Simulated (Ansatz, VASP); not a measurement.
# Two plane-wave programs on Sc

```
CELL_PARAMETERS angstrom
0.00000 2.28194 2.24779
2.28194 0.00000 2.24779
2.28194 2.28194 0.00000
ATOMIC_POSITIONS crystal
Sc 0.00000 0.00000 0.00000
```

Change from the starting cell: z stretched by -1 % at fixed volume, PAW files.

Alike in both runs: task electric field gradients; functional PBE; k mesh 12 × 12 × 12; occupations fermi-dirac, width 0.03 eV; no spin polarisation.

|  | VASP | Ansatz |
| --- | --- | --- |
| version | VASP 6.6.1 | Ansatz 0.2.0 |
| potentials or method | VASP PAW PBE potentials, release 64 (Sc_sv) | PAW with Ansatz's default frozen-core files, scalar-relativistic |
| plane-wave cutoff (eV) | 520 | 420 |
| valence electrons in the cell | 11 | 11 |

|  | VASP | Ansatz | Ansatz less VASP |
| --- | --- | --- | --- |
| pressure (GPa) | 3.0 | 2.9 | -0.03 |
| largest component of the traceless stress (GPa) | 0.31 | 0.31 | -0.001 |
| Vzz of the field gradient on the site that differs most (V/Å²) | 0.5 | 0.6 | +0.02 |
